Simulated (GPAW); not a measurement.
Set up this calculation in GPAW 26.7.0, as an ASE script.

```
Task                : equation of state
Functional          : RPBE
Dispersion          : D4
Potentials or basis : the program's PAW data sets (release 1.2.1) made for this functional
Cutoff              : 800 eV
Basis               : pw
k mesh              : 8 × 8 × 8
Occupations         : fermi-dirac, width 0.05 eV
Spin                : no spin polarisation
Maxiter             : 150
Eos scales          : [0.94, 0.96, 0.98, 1.0, 1.02, 1.04, 1.06]
```

The structure of ZrC lies in ZrC.cif:

```cif
data_ZrC
_cell_length_a 4.73000000
_cell_length_b 4.73000000
_cell_length_c 4.73000000
_cell_angle_alpha 90.00000000
_cell_angle_beta 90.00000000
_cell_angle_gamma 90.00000000
_space_group_name_H-M_alt 'Fm-3m'
_space_group_name_Hall '-F 4 2 3'
_space_group_IT_number 225
loop_
_space_group_symop_operation_xyz
'x,y,z'
'-x,-y,-z'
'-y,x,z'
'y,-x,-z'
'-x,-y,z'
'x,y,-z'
'y,-x,z'
'-y,x,-z'
'x,-y,-z'
'-x,y,z'
'-y,-x,-z'
'y,x,z'
'-x,y,-z'
'x,-y,z'
'y,x,-z'
'-y,-x,z'
'z,x,y'
'-z,-x,-y'
'z,-y,x'
'-z,y,-x'
'z,-x,-y'
'-z,x,y'
'z,y,-x'
'-z,-y,x'
'-z,x,-y'
'z,-x,y'
'-z,-y,-x'
'z,y,x'
'-z,-x,y'
'z,x,-y'
'-z,y,x'
'z,-y,-x'
'y,z,x'
'-y,-z,-x'
'x,z,-y'
'-x,-z,y'
'-y,z,-x'
'y,-z,x'
'-x,z,y'
'x,-z,-y'
'-y,-z,x'
'y,z,-x'
'-x,-z,-y'
'x,z,y'
'y,-z,-x'
'-y,z,x'
'x,-z,y'
'-x,z,-y'
'x,y+1/2,z+1/2'
'-x,-y+1/2,-z+1/2'
'-y,x+1/2,z+1/2'
'y,-x+1/2,-z+1/2'
'-x,-y+1/2,z+1/2'
'x,y+1/2,-z+1/2'
'y,-x+1/2,z+1/2'
'-y,x+1/2,-z+1/2'
'x,-y+1/2,-z+1/2'
'-x,y+1/2,z+1/2'
'-y,-x+1/2,-z+1/2'
'y,x+1/2,z+1/2'
'-x,y+1/2,-z+1/2'
'x,-y+1/2,z+1/2'
'y,x+1/2,-z+1/2'
'-y,-x+1/2,z+1/2'
'z,x+1/2,y+1/2'
'-z,-x+1/2,-y+1/2'
'z,-y+1/2,x+1/2'
'-z,y+1/2,-x+1/2'
'z,-x+1/2,-y+1/2'
'-z,x+1/2,y+1/2'
'z,y+1/2,-x+1/2'
'-z,-y+1/2,x+1/2'
'-z,x+1/2,-y+1/2'
'z,-x+1/2,y+1/2'
'-z,-y+1/2,-x+1/2'
'z,y+1/2,x+1/2'
'-z,-x+1/2,y+1/2'
'z,x+1/2,-y+1/2'
'-z,y+1/2,x+1/2'
'z,-y+1/2,-x+1/2'
'y,z+1/2,x+1/2'
'-y,-z+1/2,-x+1/2'
'x,z+1/2,-y+1/2'
'-x,-z+1/2,y+1/2'
'-y,z+1/2,-x+1/2'
'y,-z+1/2,x+1/2'
'-x,z+1/2,y+1/2'
'x,-z+1/2,-y+1/2'
'-y,-z+1/2,x+1/2'
'y,z+1/2,-x+1/2'
'-x,-z+1/2,-y+1/2'
'x,z+1/2,y+1/2'
'y,-z+1/2,-x+1/2'
'-y,z+1/2,x+1/2'
'x,-z+1/2,y+1/2'
'-x,z+1/2,-y+1/2'
'x+1/2,y,z+1/2'
'-x+1/2,-y,-z+1/2'
'-y+1/2,x,z+1/2'
'y+1/2,-x,-z+1/2'
'-x+1/2,-y,z+1/2'
'x+1/2,y,-z+1/2'
'y+1/2,-x,z+1/2'
'-y+1/2,x,-z+1/2'
'x+1/2,-y,-z+1/2'
'-x+1/2,y,z+1/2'
'-y+1/2,-x,-z+1/2'
'y+1/2,x,z+1/2'
'-x+1/2,y,-z+1/2'
'x+1/2,-y,z+1/2'
'y+1/2,x,-z+1/2'
'-y+1/2,-x,z+1/2'
'z+1/2,x,y+1/2'
'-z+1/2,-x,-y+1/2'
'z+1/2,-y,x+1/2'
'-z+1/2,y,-x+1/2'
'z+1/2,-x,-y+1/2'
'-z+1/2,x,y+1/2'
'z+1/2,y,-x+1/2'
'-z+1/2,-y,x+1/2'
'-z+1/2,x,-y+1/2'
'z+1/2,-x,y+1/2'
'-z+1/2,-y,-x+1/2'
'z+1/2,y,x+1/2'
'-z+1/2,-x,y+1/2'
'z+1/2,x,-y+1/2'
'-z+1/2,y,x+1/2'
'z+1/2,-y,-x+1/2'
'y+1/2,z,x+1/2'
'-y+1/2,-z,-x+1/2'
'x+1/2,z,-y+1/2'
'-x+1/2,-z,y+1/2'
'-y+1/2,z,-x+1/2'
'y+1/2,-z,x+1/2'
'-x+1/2,z,y+1/2'
'x+1/2,-z,-y+1/2'
'-y+1/2,-z,x+1/2'
'y+1/2,z,-x+1/2'
'-x+1/2,-z,-y+1/2'
'x+1/2,z,y+1/2'
'y+1/2,-z,-x+1/2'
'-y+1/2,z,x+1/2'
'x+1/2,-z,y+1/2'
'-x+1/2,z,-y+1/2'
'x+1/2,y+1/2,z'
'-x+1/2,-y+1/2,-z'
'-y+1/2,x+1/2,z'
'y+1/2,-x+1/2,-z'
'-x+1/2,-y+1/2,z'
'x+1/2,y+1/2,-z'
'y+1/2,-x+1/2,z'
'-y+1/2,x+1/2,-z'
'x+1/2,-y+1/2,-z'
'-x+1/2,y+1/2,z'
'-y+1/2,-x+1/2,-z'
'y+1/2,x+1/2,z'
'-x+1/2,y+1/2,-z'
'x+1/2,-y+1/2,z'
'y+1/2,x+1/2,-z'
'-y+1/2,-x+1/2,z'
'z+1/2,x+1/2,y'
'-z+1/2,-x+1/2,-y'
'z+1/2,-y+1/2,x'
'-z+1/2,y+1/2,-x'
'z+1/2,-x+1/2,-y'
'-z+1/2,x+1/2,y'
'z+1/2,y+1/2,-x'
'-z+1/2,-y+1/2,x'
'-z+1/2,x+1/2,-y'
'z+1/2,-x+1/2,y'
'-z+1/2,-y+1/2,-x'
'z+1/2,y+1/2,x'
'-z+1/2,-x+1/2,y'
'z+1/2,x+1/2,-y'
'-z+1/2,y+1/2,x'
'z+1/2,-y+1/2,-x'
'y+1/2,z+1/2,x'
'-y+1/2,-z+1/2,-x'
'x+1/2,z+1/2,-y'
'-x+1/2,-z+1/2,y'
'-y+1/2,z+1/2,-x'
'y+1/2,-z+1/2,x'
'-x+1/2,z+1/2,y'
'x+1/2,-z+1/2,-y'
'-y+1/2,-z+1/2,x'
'y+1/2,z+1/2,-x'
'-x+1/2,-z+1/2,-y'
'x+1/2,z+1/2,y'
'y+1/2,-z+1/2,-x'
'-y+1/2,z+1/2,x'
'x+1/2,-z+1/2,y'
'-x+1/2,z+1/2,-y'
loop_
_atom_site_label
_atom_site_type_symbol
_atom_site_symmetry_multiplicity
_atom_site_Wyckoff_symbol
_atom_site_fract_x
_atom_site_fract_y
_atom_site_fract_z
_atom_site_occupancy
Zr1 Zr 4 b 0.5000000000 0.0000000000 0.0000000000 1
C1 C 4 a 0.0000000000 0.0000000000 0.0000000000 1
```

These files were run (other wordings do the same):

run.py

```python
import spglib
from ase import Atoms
from ase.calculators.mixing import SumCalculator
from ase.eos import EquationOfState
from ase.io import Trajectory, read
from ase.units import GPa
from dftd4.ase import DFTD4
from gpaw import GPAW, PW

atoms = read('ZrC.cif')
cell, positions, numbers = spglib.find_primitive(
    (atoms.cell[:], atoms.get_scaled_positions(), atoms.numbers), symprec=1e-4)
atoms = Atoms(numbers, cell=cell, scaled_positions=positions, pbc=True)

traj = Trajectory('eos.traj', 'w')
volumes, energies = [], []
for x in [0.94, 0.96, 0.98, 1.0, 1.02, 1.04, 1.06]:
    a = atoms.copy()
    a.set_cell(atoms.cell * x**(1 / 3), scale_atoms=True)
    calc = GPAW(mode=PW(800),
                xc='RPBE',
                kpts={'size': (8, 8, 8), 'gamma': True},
                occupations={'name': 'fermi-dirac', 'width': 0.05},
                nbands=18,
                convergence={'density': 1e-05, 'energy': 1e-05},
                maxiter=150,
                txt=f'eos-{x:.2f}.txt')
    a.calc = SumCalculator([calc, DFTD4(method='rpbe')])
    energies.append(a.get_potential_energy())
    volumes.append(a.get_volume())
    p = -a.get_stress()[:3].mean() / GPa
    calc.write(f'eos-{x:.2f}.gpw')
    traj.write(a)
    print(f'{x:.2f} {volumes[-1]:10.4f} A^3 {energies[-1]:14.6f} eV {p:9.3f} GPa', flush=True)

v0, e0, B = EquationOfState(volumes, energies, eos='birchmurnaghan').fit()
print(f'V0 = {v0:.4f} A^3, E0 = {e0:.6f} eV, B0 = {B / GPa:.2f} GPa')
```

Potentials or basis: the program's PAW data sets (release 1.2.1) made for this functional, pw.

Launch:

```bash
$ OMP_NUM_THREADS=1 python run.py
```

Results of the run:

```yaml
Equilibrium_volume: 12.81 Å³/atom
Bulk_modulus: 224 GPa
Pressure_derivative_of_the_bulk_modulus: 4.1
```

Run time: 2.1 min on 1 thread of Arm Neoverse V1 (shared host), peak memory 0.26 GiB.
